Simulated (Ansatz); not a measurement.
# NbN: properties at the relaxed cell

An exercise on one series of results from a longer session: the logs are not shown, and one member is left open.

Program: Ansatz 0.2.0. Level of theory: DFT PBEsol, scalar-relativistic, plane waves, PAW. These are calculated values, not measurements.

1 further run of the same task is left out (set aside as unsound or not needed).

### The starting structure

Symmetry: Fm-3m, No. 225, cubic system. Conventional cell: a = 4.380 Å, b = 4.380 Å, c = 4.380 Å, α = 90.00°, β = 90.00°, γ = 90.00°. Around Nb (site symmetry m-3m) lie 6 N at 2.19 Å. N (site symmetry m-3m) has 6 Nb at 2.19 Å as nearest neighbours.

As a file:

```xyz
2
Lattice="0.0000 2.1902 2.1902 2.1902 0.0000 2.1902 2.1902 2.1902 0.0000" Properties=species:S:1:pos:R:3 pbc="T T T"
Nb    2.1902    2.1902    2.1902
N     0.0000    0.0000    0.0000
```

This cell was relaxed beforehand with the same method: volume 10.51 Å³/atom, gap on the mesh none (metal).

Set-up of the first run:

input.yaml

```yaml
crystal:
  lattice:
    - [0.0, 2.1681230282, 2.1681230282]
    - [2.1681230282, 0.0, 2.1681230282]
    - [2.1681230282, 2.1681230282, 0.0]
  atoms:
    - { symbol: Nb, position: [0.5, 0.5, 0.5] }
    - { symbol: "N", position: [0.0, 0.0, 0.0] }
basis:
  ecutwfc: 420
kpoints:
  mp_grid: { grid: [16, 16, 16] }
hamiltonian:
  xc: pbesol
scf:
  occupations: { method: gaussian, width: 0.1 }
output:
  forces: true
  stress: true
  eigenvalues: true
```

Run with:

```
ansatz run input.yaml --threads 1 --pin off --max-ram 2560MiB --backend cpu --events-out ev --progress --plain --runs-dir out
```

Among the steps run: Point at V/V0 = 0.97; The cell scaled to 1.03 of its volume; Point at V/V0 = 0.94; Volume × 1.06; Point at V/V0 = 0.91; The cell scaled to 1.10 of its volume; Volume × 0.88.

One table of the session follows, with a row left open; its other results are not shown here.

It belongs to the step «Energy against volume». 

```
volume (Å³/atom)  energy above the lowest point (meV/atom)  pressure (GPa)
           9.246                                     197.2           56.26
           9.561                                     104.5           38.59
           9.877                                         ?               ?
          10.192                                      10.3           10.82
          10.507                                       0.0           -0.03
          10.822                                       9.4           -9.26
          11.137                                      35.6          -17.11
          11.558                                      92.3          -25.76
```

Q: Estimate the row for volume (Å³/atom) = 9.877 from the others.

Worked estimate for «energy above the lowest point (meV/atom)». A straight line through the neighbours (9.561, 104.5) and (10.192, 10.3) gives 104.5 + (10.3 − 104.5) × (9.877 − 9.561) / (10.192 − 9.561) = 57.3; a parabola fitted to 4 rows on both sides gives 43.6.

**Answer.** energy above the lowest point (meV/atom): 43.7; pressure (GPa): 23.58. In «energy above the lowest point (meV/atom)» the line misses by +13.6 and the parabola by -0.1.
